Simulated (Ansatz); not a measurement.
Set up this calculation in Ansatz 0.2.0, as the native input.

- Task: relaxation of cell and atoms
- Functional: PBEsol
- Dispersion: D4
- Potentials or basis: Ansatz PAW
- Cutoff: 420 eV (not typed: the program's choice for these potentials)
- k mesh: 9 × 9 × 5
- Occupations: fermi-dirac, width 0.05 eV
- Spin: no spin polarisation

In:

```
In
1.0
     3.33548    0.00000    0.00000
    -1.66774    2.88861    0.00000
     0.00000    0.00000    5.50914
In
2
Direct
  0.66667 0.33333 0.75000
  0.33333 0.66667 0.25000
```

This isn't the form of In at room conditions, which is tetragonal.

The input as run:

input.yaml

```yaml
crystal:
  lattice:
    - [3.335484782, 0.0, 0.0]
    - [-1.667742391, 2.8886145552, 0.0]
    - [0.0, 0.0, 5.50914292]
  atoms:
    - { symbol: In, position: [0.6666666667, 0.3333333333, 0.75] }
    - { symbol: In, position: [0.3333333333, 0.6666666667, 0.25] }
hamiltonian:
  xc: pbesol
  pseudopotentials: { kind: paw }
  dispersion: d4
kpoints:
  mp_grid: { grid: [9, 9, 5] }
scf:
  occupations: { method: fermi_dirac, width: 0.05 }
output:
  forces: true
  stress: true
  eigenvalues: true
relax:
  f_tol: 0.01
  max_steps: 40
  cell: { stress_tol: 0.05 }
```

Potentials or basis: Ansatz PAW.

Run with:

```sh
$ ansatz run input.yaml --threads 2 --pin off --max-ram 5632MiB --backend cpu --events-out ev --progress --plain --runs-dir out
```

It gave:

```
Relaxed volume                         : 24.87 Å³/atom
Relaxed cell                           : a = 3.279 Å, b = 3.279 Å, c = 5.341 Å, α = 90.00°, β = 90.00°, γ = 120.00°
Space group after relaxing (to 0.05 Å) : P6_3/mmc (No. 194)
Energy gained by relaxing              : 15.2 meV/atom
Ionic steps                            : 5
Pressure after relaxing                : 0.0 GPa
Band gap on the k mesh                 : none (metal or under the smearing width)
```

Caveat: the plane-wave basis is chosen anew once the cell has moved, so the energies of steps on either side of that aren't comparable; pairwise dispersion overbinds metals, which lowers pressure and volume; the PAW data sets come from PBE, with cores solved anew for the run's functional, which leaves a small shift of forces and pressure.

Wall time 13 s on 2 threads of Intel(R) Xeon(R) Processor @ 2.50GHz (Skylake/Cascade Lake) (shared host), peak memory 0.36 GiB.
